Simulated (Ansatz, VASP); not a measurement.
Given: the input of a run of Ansatz 0.2.0 on BaS.

File input.yaml:

```yaml
crystal:
  lattice:
    - [0.0, 3.1723147904, 3.1723147904]
    - [3.1723147904, 0.0, 3.1723147904]
    - [3.1723147904, 3.1723147904, 0.0]
  atoms:
    - { symbol: Ba, position: [0.0, 0.0, 0.0] }
    - { symbol: S, position: [0.5, 0.5, 0.5] }
kpoints:
  mp_grid: { grid: [7, 7, 7] }
scf:
  occupations: { method: fermi_dirac, width: 0.05 }
hamiltonian:
  xc: pbesol
  pseudopotentials: { kind: all_electron, lapw: { basis_error: 0.0005 } }
output:
  forces: true
  stress: true
  eigenvalues: true
```

Potentials or basis: all-electron LAPW, scalar-relativistic.

The run is started by

```bash
$ ansatz run input.yaml --threads 1 --pin off --max-ram 3072MiB --backend cpu --events-out ev --progress --plain --runs-dir out
```

Set up the same calculation for VASP 6.6.1. Potentials there: VASP PAW PBE potentials, release 64 (Ba_sv, S).

As run (the cutoff follows the program's own potentials):

File INCAR:

```
SYSTEM = BaS
PREC     = Accurate       ! precision mode
ENCUT    = 520            ! plane-wave cutoff, eV
EDIFF    = 1E-6           ! SCF threshold, eV
ISMEAR   = -1             ! smearing method
SIGMA    = 0.05           ! smearing width, eV
LREAL    = .False.        ! projectors in reciprocal space
LASPH    = .True.         ! aspherical terms in the spheres
NELM     = 80             ! most SCF steps
ALGO     = Normal         ! electronic algorithm
ISIF     = 2              ! what is computed and relaxed
LWAVE    = .False.        ! write WAVECAR
LCHARG   = .False.        ! write CHGCAR
GGA      = PS             ! functional
NBANDS   = 15             ! bands
```

File KPOINTS:

```
Automatic mesh
0
Gamma
  7 7 7
  0 0 0
```

The input POSCAR:

```
BaS
1.0
    0.0000000000      3.1723147904      3.1723147904
    3.1723147904      0.0000000000      3.1723147904
    3.1723147904      3.1723147904      0.0000000000
Ba S
1 1
Direct
    0.0000000000      0.0000000000      0.0000000000
    0.5000000000      0.5000000000      0.5000000000
```

Potentials or basis: VASP PAW PBE potentials, release 64 (Ba_sv, S).

Launch:

```sh
$ cat potpaw_PBE.64/Ba_sv/POTCAR potpaw_PBE.64/S/POTCAR > POTCAR
$ mpirun -np 1 vasp_std > vasp.out
```

Both were run:

|  | VASP | Ansatz | Ansatz less VASP |
| --- | --- | --- | --- |
| gap on the k mesh at the Fermi level (eV) | 2.01 | 2.11 | +0.102 |
| least direct gap on the mesh (eV) | 2.15 | 2.21 | +0.069 |
| pressure (GPa) | 0.4 | -0.3 | -0.67 |

Ansatz ran all-electron here, so the differences hold the error of VASP's frozen core and of both bases.

Caveats: spin-orbit coupling is left out, which moves the levels of the heavy elements; an odd mesh through Γ misses points on the zone boundary, where band edges often lie; the PAW data sets were made with another functional, which shifts forces and pressure a little (VASP).
